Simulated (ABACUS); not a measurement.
GaN:

```
Ga N
1.0
     3.18000    0.00000    0.00000
    -1.59000    2.75396    0.00000
     0.00000    0.00000    5.16600
Ga N
2 2
Direct
  0.66667 0.33333 0.50000
  0.33333 0.66667 0.00000
  0.66667 0.33333 0.87500
  0.33333 0.66667 0.37500
```

Below is the output of ABACUS 3.10.1 for this cell. Logs are shortened: lines on timing, memory, paths and dates and some standing lists are left out, and cuts for length are marked.

```text
ABACUS v3.10.1

               Atomic-orbital Based Ab-initio Computation at UStc

 ------------------------------------------------------------------------------------

 READING GENERAL INFORMATION
                           global_out_dir = OUT.GaN/
                           global_in_card = INPUT
                               pseudo_dir = ./
                              orbital_dir =
                                    DSIZE = 4
                                    GSIZE = 1
[... 5 lines left out ...]

 READING ATOM TYPE 1
                               atom label = Ga
                      L=0, number of zeta = 1
                      L=1, number of zeta = 1
                      L=2, number of zeta = 1
             number of atom for this type = 2

 READING ATOM TYPE 2
                               atom label = N
                      L=0, number of zeta = 1
                      L=1, number of zeta = 1
                      L=2, number of zeta = 1
             number of atom for this type = 2

                        TOTAL ATOM NUMBER = 4
DIRECT COORDINATES
    atom                   x                   y                   z     mag                  vx                  vy                  vz
taud_Ga1            0.6666666667        0.3333333333        0.5000000000  0.0000        0.0000000000        0.0000000000        0.0000000000
taud_Ga2            0.3333333333        0.6666666667        0.0000000000  0.0000        0.0000000000        0.0000000000        0.0000000000
taud_N1            0.6666666667        0.3333333333        0.8750000000  0.0000        0.0000000000        0.0000000000        0.0000000000
taud_N2            0.3333333333        0.6666666667        0.3750000000  0.0000        0.0000000000        0.0000000000        0.0000000000

                          Volume (Bohr^3) = 305.306
                             Volume (A^3) = 45.2417

 Lattice vectors: (Cartesian coordinate: in unit of a_0)
                +3.18                  +0                  +0
                -1.59            +2.75396                  +0
                   +0                  +0              +5.166
 Reciprocal vectors: (Cartesian coordinate: in unit of 2 pi/a_0)
            +0.314465           +0.181557                  -0
                   -0           +0.363113                  -0
                   +0                  -0           +0.193573
 The esolver type has been set to : ksdft_pw

                PAO radial cut off (Bohr) = 10

 Read in pseudopotential file is Ga_ONCV_PBE-1.2.upf
                     pseudopotential type = NC
[... 153 lines left out ...]
 -------------------------------------------
 NONSELF-CONSISTENT
 -------------------------------------------
                                 init_chg = file
 try to read charge from file
 Read in the charge density: OUT.GaN//GaN-CHARGE-DENSITY.restart
 try to read kinetic energy density from file
 Read in the kinetic energy density: OUT.GaN//GaN-TAU-DENSITY.restart

 PW ALGORITHM --------------- ION=   1  ELEC=   1--------------------------------

 k(1/93) Iter steps (avg)=15 threshold=1e-07

 k(2/93) Iter steps (avg)=19 threshold=1e-07

 k(3/93) Iter steps (avg)=14 threshold=1e-07
 k(4/93) Iter steps (avg)=15 threshold=1e-07
 k(5/93) Iter steps (avg)=15 threshold=1e-07
 k(6/93) Iter steps (avg)=16 threshold=1e-07
 k(7/93) Iter steps (avg)=19 threshold=1e-07
 k(8/93) Iter steps (avg)=16 threshold=1e-07
 k(9/93) Iter steps (avg)=15 threshold=1e-07
 k(10/93) Iter steps (avg)=16 threshold=1e-07
 k(11/93) Iter steps (avg)=16 threshold=1e-07
 k(12/93) Iter steps (avg)=16 threshold=1e-07
 k(13/93) Iter steps (avg)=19 threshold=1e-07
 k(14/93) Iter steps (avg)=19 threshold=1e-07
[... 6 lines left out ...]
 k(20/93) Iter steps (avg)=21 threshold=1e-07
 k(21/93) Iter steps (avg)=18 threshold=1e-07
 k(22/93) Iter steps (avg)=17 threshold=1e-07

 k(23/93) Iter steps (avg)=15 threshold=1e-07
 k(24/93) Iter steps (avg)=14 threshold=1e-07
[... levels at 24 k points of this process ...]

 Density error is 0.00000000000
                          Error Threshold = 1.00000000000e-07
----------------------------------------------------------
     Energy           Rydberg                 eV
----------------------------------------------------------
 E_KohnSham     -300.0684063716      -4082.6401164335
 E_KS(sigma->0) -300.0684063716      -4082.6401164334
 E_Harris       -300.0684063716      -4082.6401164335
 E_band         1.4281439271         19.4308949721
 E_one_elec     -106.1685539384      -1444.4972819827
 E_Hartree      84.2403004466        1146.1480873063
 E_xc           -44.1332045092       -600.4630523241
 E_Ewald        -234.0069483707      -3183.8278694329
 E_entropy(-TS) -0.0000000000        -0.0000000002
 E_descf        0.0000000000         0.0000000000
 E_exx          0.0000000000         0.0000000000
 E_Fermi        0.8643394721         11.7599418263
----------------------------------------------------------

 charge density convergence is achieved
 final etot is -4082.6401164 eV
 EFERMI = 11.759941826 eV

 STATE ENERGY(eV) AND OCCUPATIONS    NSPIN == 1
 1/24 kpoint (Cartesian) = 0.0000 0.0000 0.0000 (4915 pws)
       1       -6.43697      0.0215054
       2       -5.26490      0.0215054
       3       -2.83138      0.0215054
       4       -2.80682      0.0215054
       5       -2.80682      0.0215054
       6       -2.73034      0.0215054
[... 170 lines left out ...]
      27        24.1390        0.00000
      28        27.1314        0.00000

[... levels at 18 further k points ...]

 --------------------------------------------
 !FINAL_ETOT_IS -4082.640116433498 eV
 --------------------------------------------

 Output bands in file: OUT.GaN/BANDS_1.dat
```

Question: What input gives this log?

Answer: Band structure with r2SCAN, no spin polarisation. The files as run (others can give the same):

INPUT
```
INPUT_PARAMETERS
suffix              GaN
calculation         nscf
basis_type          pw
pseudo_dir          ./
symmetry            -1
dft_functional      MGGA_X_R2SCAN+MGGA_C_R2SCAN
ecutwfc             97.0
pseudo_rcut         10
nspin               1
nbands              28
ks_solver           dav
smearing_method     fd
smearing_sigma      0.00367493
scf_thr             1e-08
scf_nmax            100
mixing_type         broyden
mixing_beta         0.7
mixing_tau          1
init_chg            file
pw_diag_thr         1e-07
out_band            1
kpar                4
```

STRU
```
ATOMIC_SPECIES
Ga 69.7230 Ga_ONCV_PBE-1.2.upf
N 14.0070 N_ONCV_PBE-1.2.upf

LATTICE_CONSTANT
1.8897261246

LATTICE_VECTORS
3.1800000000 0.0000000000 0.0000000000
-1.5900000000 2.7539607840 0.0000000000
0.0000000000 0.0000000000 5.1660000000

ATOMIC_POSITIONS
Direct

Ga
0.0
2
0.6666666667 0.3333333333 0.5000000000 1 1 1
0.3333333333 0.6666666667 0.0000000000 1 1 1

N
0.0
2
0.6666666667 0.3333333333 0.8750000000 1 1 1
0.3333333333 0.6666666667 0.3750000000 1 1 1
```

KPT
```
K_POINTS
12
Line
0.00000000 0.00000000 0.00000000 10 // G
0.50000000 0.00000000 0.00000000 10 // M
0.33333333 0.33333333 0.00000000 10 // K
0.00000000 0.00000000 0.00000000 10 // G
0.00000000 0.00000000 0.50000000 10 // A
0.50000000 0.00000000 0.50000000 10 // L
0.33333333 0.33333333 0.50000000 10 // H
0.00000000 0.00000000 0.50000000 1 // A
0.50000000 0.00000000 0.50000000 10 // L
0.50000000 0.00000000 0.00000000 1 // M
0.33333333 0.33333333 0.00000000 10 // K
0.33333333 0.33333333 0.50000000 1 // H
```

Potentials or basis: SG15 ONCV 1.2 PBE, plane waves.
Run with:
```sh
$ OMP_NUM_THREADS=1 mpirun -np 4 abacus > log
```

Caveat: the density is read from an earlier self-consistent run, whose mesh may be coarse.
